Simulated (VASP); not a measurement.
# A VASP study of SrCl2 (PBE): structure first, properties next, part 4 of 5

Wanted: the relaxed cell of SrCl2 and its properties. The start is a cell from a database of measured crystal structures.

VASP 6.6.1; PBE; plane waves and PAW (Sr_sv, Cl).

So far, gap on the k-mesh (eV): 5.22 in steps 2, 6 and 7. The relaxed cell has a = 7.046 Å (conventional setting).

### Step 8. Zone-centre phonons (PBE)

Zone-centre modes test whether the atoms sit at a minimum within this cell. IBRION = 8 takes the force constants from linear response, which needs tightly converged orbitals.

File INCAR:

```
SYSTEM = SrCl2
PREC = Accurate
ENCUT = 400
EDIFF = 1E-08
NELM = 100
ISMEAR = 0
SIGMA = 0.05
LREAL = .FALSE.
ALGO = Normal
GGA = PE
NBANDS = 18
LORBIT = 11
LWAVE = .FALSE.
LCHARG = .FALSE.
KPAR = 2
IBRION = 8
LEPSILON = .TRUE.
ISIF = 2
```

File POSCAR:

```
SrCl2
1.0
    0.0000000000      3.5228444696      3.5228444696
    3.5228444696      0.0000000000      3.5228444696
    3.5228444696      3.5228444696      0.0000000000
Sr Cl
1 2
Direct
    0.0000000000      0.0000000000      0.0000000000
    0.2500000000      0.2500000000      0.2500000000
    0.7500000000      0.7500000000      0.7500000000
```

File KPOINTS:

```
Automatic mesh
0
Gamma
6 6 6
0 0 0
```

Potentials, in the order of the species: Sr_sv and Cl (PBE family, release 64).

The run is started by

```console
$ mpirun -np 2 vasp_std
```

Output:

```text
[... set-up lines as in an earlier step ...]
 entering main loop
       N       E                     dE             d eps       ncg     rms          rms(c)
[... 12 cycles as in an earlier step ...]
DAV:  13    -0.127890701958E+02   -0.25377E-05   -0.38985E-06   780   0.103E-02    0.458E-03
DAV:  14    -0.127890699863E+02    0.20957E-06   -0.62962E-07   648   0.455E-03    0.183E-03
DAV:  15    -0.127890700701E+02   -0.83855E-07   -0.32858E-08   852   0.109E-03    0.959E-04
DAV:  16    -0.127890700918E+02   -0.21647E-07   -0.25486E-09   516   0.382E-04    0.118E-04
DAV:  17    -0.127890701004E+02   -0.85909E-08   -0.55670E-10   434   0.175E-04
   1 F= -.12789070E+02 E0= -.12789070E+02  d E =-.436984E-19
 Linear response reoptimize wavefunctions to high precision
DAV:   1    -0.127890700979E+02    0.24327E-08   -0.80016E-11   428   0.634E-05
DAV:   2    -0.127890700979E+02   -0.11141E-10   -0.22777E-11   408   0.255E-05
 Linear response G [H, r] |phi>, progress :
  Direction:   1
       N       E                     dE             d eps       ncg     rms
RMM:   1    -0.883585548459E+02   -0.88359E+02    0.44280E+02  1187   0.108E+02
RMM:   2    -0.849263893726E+02    0.34322E+01   -0.11833E+01  1111   0.206E+01
RMM:   3    -0.853604601266E+02   -0.43407E+00   -0.24485E+00  1265   0.629E+00
RMM:   4    -0.854455047848E+02   -0.85045E-01   -0.47637E-01  1307   0.252E+00
RMM:   5    -0.854636741739E+02   -0.18169E-01   -0.93117E-02  1339   0.107E+00
RMM:   6    -0.854675416373E+02   -0.38675E-02   -0.28391E-02  1354   0.423E-01
RMM:   7    -0.854663835715E+02    0.11581E-02    0.34406E-02  1414   0.200E-01
RMM:   8    -0.854680357042E+02   -0.16521E-02    0.47863E-02  1411   0.926E-02
RMM:   9    -0.854677688421E+02    0.26686E-03    0.58779E-03  1412   0.437E-02
RMM:  10    -0.854678907519E+02   -0.12191E-03    0.54936E-03  1387   0.230E-02
RMM:  11    -0.854678751183E+02    0.15634E-04    0.42580E-05  1355   0.129E-02
RMM:  12    -0.854678851167E+02   -0.99984E-05    0.50362E-04  1350   0.853E-03
RMM:  13    -0.854678857626E+02   -0.64596E-06   -0.21402E-03  1335   0.615E-03
RMM:  14    -0.854678871316E+02   -0.13690E-05    0.18186E-05  1311   0.508E-03
RMM:  15    -0.854678870492E+02    0.82388E-07   -0.56836E-04  1299   0.454E-03
RMM:  16    -0.854678862570E+02    0.79219E-06   -0.32858E-04  1254   0.427E-03
RMM:  17    -0.854678860457E+02    0.21135E-06   -0.42738E-04  1185   0.414E-03
RMM:  18    -0.854678857544E+02    0.29124E-06   -0.32679E-04  1159   0.407E-03
RMM:  19    -0.854678854446E+02    0.30984E-06   -0.27802E-04  1126   0.403E-03
 Linear response G [H, r] |phi>, progress :
  Direction:   2
       N       E                     dE             d eps       ncg     rms
RMM:   1    -0.867992831554E+02   -0.86799E+02    0.45045E+02  1197   0.107E+02
RMM:   2    -0.826473989515E+02    0.41519E+01   -0.12005E+01  1113   0.199E+01
RMM:   3    -0.830301891371E+02   -0.38279E+00   -0.26234E+00  1269   0.609E+00
RMM:   4    -0.831048216596E+02   -0.74633E-01   -0.55265E-01  1306   0.248E+00
RMM:   5    -0.831203628484E+02   -0.15541E-01   -0.11582E-01  1341   0.108E+00
RMM:   6    -0.831235099109E+02   -0.31471E-02   -0.32061E-02  1351   0.435E-01
RMM:   7    -0.831238469032E+02   -0.33699E-03    0.62380E-02  1421   0.210E-01
RMM:   8    -0.831244819167E+02   -0.63501E-03   -0.58571E-02  1426   0.103E-01
RMM:   9    -0.831241792159E+02    0.30270E-03   -0.23405E-05  1399   0.486E-02
RMM:  10    -0.831243892644E+02   -0.21005E-03   -0.14604E-02  1395   0.265E-02
RMM:  11    -0.831243121296E+02    0.77135E-04    0.33618E-03  1367   0.146E-02
RMM:  12    -0.831243376705E+02   -0.25541E-04   -0.48447E-03  1368   0.909E-03
RMM:  13    -0.831243243698E+02    0.13301E-04    0.11761E-03  1341   0.642E-03
RMM:  14    -0.831243266342E+02   -0.22644E-05   -0.13367E-03  1329   0.516E-03
RMM:  15    -0.831243246836E+02    0.19506E-05    0.17740E-04  1286   0.450E-03
RMM:  16    -0.831243249611E+02   -0.27753E-06   -0.53967E-04  1252   0.416E-03
RMM:  17    -0.831243242606E+02    0.70053E-06   -0.14277E-04  1194   0.396E-03
RMM:  18    -0.831243241332E+02    0.12745E-06   -0.28512E-04  1165   0.386E-03
RMM:  19    -0.831243241795E+02   -0.46351E-07   -0.21934E-04  1139   0.380E-03
 Linear response G [H, r] |phi>, progress :
  Direction:   3
       N       E                     dE             d eps       ncg     rms
RMM:   1    -0.841896457534E+02   -0.84190E+02    0.47981E+02  1151   0.106E+02
RMM:   2    -0.847247881735E+02   -0.53514E+00   -0.89615E+00  1047   0.185E+01
RMM:   3    -0.850877226418E+02   -0.36293E+00   -0.18473E+00  1221   0.531E+00
RMM:   4    -0.851473022025E+02   -0.59580E-01   -0.30304E-01  1230   0.204E+00
RMM:   5    -0.851608145293E+02   -0.13512E-01   -0.70624E-02  1295   0.911E-01
RMM:   6    -0.851636199541E+02   -0.28054E-02   -0.19451E-02  1316   0.377E-01
RMM:   7    -0.851645368318E+02   -0.91688E-03   -0.10194E-02  1370   0.194E-01
RMM:   8    -0.851648247312E+02   -0.28790E-03   -0.10527E-03  1332   0.914E-02
RMM:   9    -0.851649162997E+02   -0.91568E-04    0.36444E-03  1310   0.466E-02
RMM:  10    -0.851649310904E+02   -0.14791E-04   -0.12275E-03  1290   0.249E-02
RMM:  11    -0.851649377606E+02   -0.66702E-05   -0.39422E-04  1266   0.140E-02
RMM:  12    -0.851649391325E+02   -0.13719E-05   -0.23303E-04  1241   0.858E-03
RMM:  13    -0.851649395187E+02   -0.38613E-06   -0.55044E-04  1246   0.585E-03
RMM:  14    -0.851649399917E+02   -0.47308E-06   -0.40358E-04  1208   0.427E-03
RMM:  15    -0.851649400985E+02   -0.10680E-06   -0.19639E-04  1193   0.352E-03
RMM:  16    -0.851649401710E+02   -0.72505E-07   -0.27556E-04  1162   0.306E-03
RMM:  17    -0.851649400703E+02    0.10070E-06   -0.28044E-04  1118   0.282E-03
RMM:  18    -0.851649400515E+02    0.18806E-07   -0.16915E-04  1079   0.267E-03
RMM:  19    -0.851649400598E+02   -0.82982E-08   -0.79846E-05  1079   0.259E-03
RMM:  20    -0.851649400565E+02    0.33599E-08   -0.10978E-04  1060   0.253E-03
RMM:  21    -0.851649400879E+02   -0.31447E-07    0.78074E-06  1057   0.250E-03
 Linear response to external field (no local field effect), progress :
  Direction:   1
       N       E                     dE             d eps       ncg     rms          rms(c)
RMM:   1    -0.516296600319E+00   -0.51630E+00   -0.14505E+00  1236   0.374E+00
RMM:   2    -0.540812991948E+00   -0.24516E-01   -0.55052E-02  1221   0.967E-01
RMM:   3    -0.544300945981E+00   -0.34880E-02   -0.91431E-03  1312   0.332E-01
RMM:   4    -0.544868839884E+00   -0.56789E-03   -0.12504E-03  1331   0.123E-01
RMM:   5    -0.544944179958E+00   -0.75340E-04   -0.19090E-04  1342   0.480E-02
RMM:   6    -0.544956174938E+00   -0.11995E-04   -0.32193E-05  1346   0.202E-02
[...]
RMM:   8    -0.508612514156E+00   -0.24736E-03   -0.14226E-04  2432   0.247E-02    0.549E-03
RMM:   9    -0.508743905179E+00   -0.13139E-03   -0.42457E-05  2427   0.102E-02    0.232E-03
RMM:  10    -0.508737392321E+00    0.65129E-05   -0.12923E-05  2467   0.498E-03    0.889E-04
RMM:  11    -0.508727773864E+00    0.96185E-05   -0.93111E-06  2513   0.266E-03    0.341E-04
RMM:  12    -0.508727398399E+00    0.37547E-06   -0.28446E-06  2597   0.122E-03    0.310E-04
RMM:  13    -0.508726957623E+00    0.44078E-06   -0.16940E-06  2523   0.700E-04    0.145E-04
RMM:  14    -0.508727091618E+00   -0.13399E-06   -0.69346E-07  2493   0.442E-04    0.258E-05
RMM:  15    -0.508727202882E+00   -0.11126E-06   -0.52282E-07  2201   0.299E-04    0.962E-06
 change of polarisation eV/A/(eV/A) component  1 :     0.909     0.006     0.004
 dielectric tensor                  component  1 :     2.880     0.013     0.008
 Linear response to external field, progress :
  Direction:   2
       N       E                     dE             d eps       ncg     rms          rms(c)
RMM:   1    -0.501460482428E+00   -0.50146E+00   -0.14019E+00  2276   0.371E+00
RMM:   2    -0.522793140536E+00   -0.21333E-01   -0.49217E-02  2231   0.919E-01    0.173E+00
RMM:   3    -0.468837598802E+00    0.53956E-01   -0.12434E-01  2000   0.154E+00    0.888E-01
RMM:   4    -0.484799353004E+00   -0.15962E-01   -0.65043E-02  2110   0.115E+00    0.350E-01
RMM:   5    -0.506851487706E+00   -0.22052E-01   -0.42060E-03  2154   0.405E-01    0.534E-02
RMM:   6    -0.507077610948E+00   -0.22612E-03   -0.10600E-03  2368   0.132E-01    0.333E-02
RMM:   7    -0.508332719345E+00   -0.12551E-02   -0.19685E-04  2335   0.618E-02    0.132E-02
RMM:   8    -0.508622029520E+00   -0.28931E-03   -0.74561E-05  2449   0.253E-02    0.538E-03
RMM:   9    -0.508744096271E+00   -0.12207E-03   -0.22196E-05  2444   0.106E-02    0.234E-03
RMM:  10    -0.508739463914E+00    0.46324E-05   -0.92560E-06  2469   0.530E-03    0.111E-03
RMM:  11    -0.508726084325E+00    0.13380E-04   -0.44916E-06  2503   0.304E-03    0.330E-04
RMM:  12    -0.508725600225E+00    0.48410E-06   -0.16046E-06  2605   0.137E-03    0.312E-04
RMM:  13    -0.508725398818E+00    0.20141E-06   -0.32831E-07  2565   0.727E-04    0.198E-04
RMM:  14    -0.508725536350E+00   -0.13753E-06   -0.83085E-07  2487   0.462E-04    0.259E-05
RMM:  15    -0.508725593909E+00   -0.57559E-07   -0.58565E-07  2243   0.306E-04    0.883E-06
 change of polarisation eV/A/(eV/A) component  2 :     0.004     0.909    -0.006
 dielectric tensor                  component  2 :     0.008     2.880    -0.013
 Linear response to external field, progress :
  Direction:   3
       N       E                     dE             d eps       ncg     rms          rms(c)
RMM:   1    -0.501458367992E+00   -0.50146E+00   -0.14019E+00  2277   0.371E+00
RMM:   2    -0.522799652985E+00   -0.21341E-01   -0.49263E-02  2233   0.918E-01    0.173E+00
RMM:   3    -0.468844127824E+00    0.53956E-01   -0.12430E-01  1999   0.154E+00    0.888E-01
RMM:   4    -0.484802212166E+00   -0.15958E-01   -0.65022E-02  2110   0.115E+00    0.349E-01
RMM:   5    -0.506843387636E+00   -0.22041E-01   -0.41948E-03  2151   0.404E-01    0.532E-02
RMM:   6    -0.507079292117E+00   -0.23590E-03   -0.10542E-03  2369   0.132E-01    0.332E-02
RMM:   7    -0.508336345254E+00   -0.12571E-02   -0.17682E-04  2332   0.618E-02    0.132E-02
RMM:   8    -0.508622392946E+00   -0.28605E-03   -0.14097E-04  2446   0.252E-02    0.535E-03
RMM:   9    -0.508744937538E+00   -0.12254E-03   -0.50148E-05  2446   0.106E-02    0.231E-03
RMM:  10    -0.508738342373E+00    0.65952E-05   -0.17741E-05  2466   0.530E-03    0.108E-03
RMM:  11    -0.508725934368E+00    0.12408E-04   -0.10444E-05  2498   0.299E-03    0.338E-04
RMM:  12    -0.508725486822E+00    0.44755E-06   -0.35855E-06  2617   0.134E-03    0.320E-04
RMM:  13    -0.508725300938E+00    0.18588E-06   -0.40354E-06  2559   0.711E-04    0.216E-04
RMM:  14    -0.508725361973E+00   -0.61035E-07   -0.11408E-06  2464   0.467E-04    0.405E-05
RMM:  15    -0.508725557034E+00   -0.19506E-06   -0.16111E-06  2217   0.307E-04    0.111E-05
RMM:  16    -0.508725486932E+00    0.70102E-07   -0.11731E-06  1930   0.255E-04    0.588E-06
 change of polarisation eV/A/(eV/A) component  3 :     0.002    -0.002     0.909
 dielectric tensor                  component  3 :     0.003    -0.003     2.880
 Linear response DOF=           2
 Linear response progress:
  Degree of freedom:   1/  2
       N       E                     dE             d eps       ncg     rms          rms(c)
RMM:   1    -0.297535036699E+00   -0.29754E+00    0.37938E-01  1761   0.332E+00
RMM:   2    -0.300245310049E+00   -0.27103E-02   -0.29386E-02  1865   0.762E-01    0.226E-01
RMM:   3    -0.301315857872E+00   -0.10705E-02   -0.36060E-03  2213   0.275E-01    0.163E-01
RMM:   4    -0.301600587386E+00   -0.28473E-03   -0.59485E-04  2226   0.129E-01    0.502E-02
RMM:   5    -0.301885551783E+00   -0.28496E-03   -0.82932E-05  2249   0.452E-02    0.177E-02
RMM:   6    -0.301968967495E+00   -0.83416E-04   -0.14675E-05  2377   0.195E-02    0.773E-03
RMM:   7    -0.301958949530E+00    0.10018E-04   -0.34676E-06  2371   0.875E-03    0.223E-03
RMM:   8    -0.301953469652E+00    0.54799E-05   -0.76836E-07  2403   0.447E-03    0.594E-04
RMM:   9    -0.301949234074E+00    0.42356E-05   -0.39428E-07  2520   0.181E-03    0.800E-04
RMM:  10    -0.301949475611E+00   -0.24154E-06    0.20826E-06  2606   0.827E-04    0.205E-04
RMM:  11    -0.301949019432E+00    0.45618E-06    0.45688E-07  2696   0.377E-04    0.156E-04
RMM:  12    -0.301948644493E+00    0.37494E-06   -0.22653E-08  2555   0.233E-04    0.223E-05
RMM:  13    -0.301948824611E+00   -0.18012E-06   -0.35956E-08  2720   0.141E-04    0.201E-05
RMM:  14    -0.301948562031E+00    0.26258E-06   -0.19062E-08  2674   0.107E-04    0.207E-05
RMM:  15    -0.301948698774E+00   -0.13674E-06    0.10622E-07  2630   0.903E-05    0.672E-06
RMM:  16    -0.301948648224E+00    0.50550E-07   -0.72970E-09  2671   0.798E-05    0.375E-06
RMM:  17    -0.301948638963E+00    0.92606E-08    0.21039E-08  2580   0.747E-05    0.195E-06
 first order change of Fermi-energy   0.77979E-02
 force on displaced ion       1 direction 1 :  -2.309   0.000   0.000
 Born effective charge ion    1 direction 1 :   2.498   0.000   0.000
 Linear response progress:
  Degree of freedom:   2/  2
       N       E                     dE             d eps       ncg     rms          rms(c)
RMM:   1    -0.203013540939E+00   -0.20301E+00   -0.12203E-02  3671   0.235E+00
RMM:   2    -0.200577421694E+00    0.24361E-02   -0.50408E-03  2843   0.371E-01    0.152E-01
RMM:   3    -0.201167916112E+00   -0.59049E-03   -0.26281E-04  3086   0.834E-02    0.886E-02
RMM:   4    -0.201877473775E+00   -0.70956E-03   -0.18464E-04  3042   0.585E-02    0.169E-02
RMM:   5    -0.201749730835E+00    0.12774E-03   -0.26950E-05  3415   0.212E-02    0.703E-03
RMM:   6    -0.201764318585E+00   -0.14588E-04   -0.51658E-06  3742   0.826E-03    0.265E-03
RMM:   7    -0.201794852826E+00   -0.30534E-04    0.31391E-06  3685   0.412E-03    0.140E-03
RMM:   8    -0.201787910425E+00    0.69424E-05    0.11242E-05  3819   0.190E-03    0.221E-04
RMM:   9    -0.201789644120E+00   -0.17337E-05   -0.93789E-06  4114   0.801E-04    0.120E-04
RMM:  10    -0.201789625007E+00    0.19113E-07    0.56623E-06  4149   0.398E-04    0.423E-05
RMM:  11    -0.201789632020E+00   -0.70138E-08   -0.15034E-06  4184   0.223E-04    0.303E-05
RMM:  12    -0.201789512365E+00    0.11966E-06    0.96645E-07  4251   0.151E-04    0.123E-05
RMM:  13    -0.201789495562E+00    0.16803E-07   -0.74338E-07  4349   0.118E-04    0.132E-05
RMM:  14    -0.201789528883E+00   -0.33321E-07   -0.27716E-08  4187   0.104E-04    0.594E-06
RMM:  15    -0.201789504123E+00    0.24760E-07   -0.87642E-08  4242   0.992E-05    0.575E-06
RMM:  16    -0.201789499828E+00    0.42956E-08   -0.84068E-08  4173   0.965E-05    0.382E-06
 first order change of Fermi-energy  -0.13611E-02
 force on displaced ion       2 direction 1 :  -2.502  -0.000  -0.000
 Born effective charge ion    2 direction 1 :  -1.250   0.000   0.000
 Born effective charges drift removed
 Linear response finished
```

Elapsed: 2.3 min, on 2 MPI ranks of AMD EPYC 9R45, shared host; peak memory 0.63 GiB.

(Continued in part 5 of 5.)

[Lines on the potential files, build, host, timing and source positions are cut from VASP's logs without a mark.]

[Logs are printed without paths, hosts, clocks, repeated set-up lines and the standing remarks that a program may print on its own settings, such as how far it seeks lower states.]

[Hosts, paths, dates, database ids (printed as entryN), source tags and the programs' standing remarks are cut or masked in the printed files.]

[A measured line is paired with the nearest computed mode of its activity, which favours agreement.]
